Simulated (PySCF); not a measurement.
Compound: ethoxy ethane, C4H10O.
Z-matrix (Å and degrees, PBE0-D3(BJ)/def2-TZVP geometry), rows numbered from 1:
```
C 
C   1  1.5072
O   2  1.4044  1  108.91
C   3  1.4045  2  112.80  1   178.80
C   4  1.5073  3  108.89  2   179.63
H   1  1.0921  2  110.44  3  -179.45
H   1  1.0917  2  110.56  3    60.49
H   1  1.0916  2  110.56  3   -59.40
H   2  1.1015  1  110.51  3  -120.85
H   2  1.1014  1  110.60  3   120.91
H   4  1.1015  3  109.90  2   -59.11
H   4  1.1015  3  109.93  2    58.34
H   5  1.0916  4  110.61  3   -61.06
H   5  1.0921  4  110.45  3   178.83
H   5  1.0916  4  110.44  3    58.81
```

All values: wB97X-D/pcSseg-2 (PySCF, non-relativistic), on one gas-phase PBE0-D3(BJ)/def2-TZVP geometry that isn't relaxed in the solvent. The solvent is an IEF-PCM continuum (cavity from Bondi-type radii × 1.2). Only the electrostatic response of the medium enters.

Gas phase at wB97X-D/pcSseg-2: HOMO -9.25 eV, LUMO 2.41 eV, dipole 1.12 D.

**Question.** What does the continuum do to the energy, the frontier levels and the dipole at wB97X-D/pcSseg-2 in chloroform?

**Answer.** 
| solvent | ε | E(solvent) − E(gas) (kcal/mol) | polarisation term (kcal/mol) | distortion of the solute (kcal/mol) | HOMO (eV) | LUMO (eV) | dipole (D) |
| --- | --- | --- | --- | --- | --- | --- | --- |
| chloroform | 4.711 | -1.96 | -2.18 | 0.22 | -9.27 | 2.51 | 1.47 |

Polarisation term: ½ Σ q·V over the induced surface charges. Distortion: the rise of the solute's own energy as its density leaves the gas-phase optimum.

**Question.** Which radius a makes the point-dipole formula ΔE = −[(ε − 1)/(2ε + 1)]·μ²/a³ give the value in chloroform, with the gas-phase dipole?

**Answer.** μ = 0.440 au and |ΔE| = 0.00312 Eh give a = 1.49 Å; the farthest nucleus lies 3.29 Å from the centroid of the nuclei, so such a sphere wouldn't even hold the nuclei. The formula assumes a rigid point dipole at the centre of a sphere.

The pairwise dispersion term of wB97X-D wasn't added to the energies; at a given geometry it leaves orbitals and properties as they are.
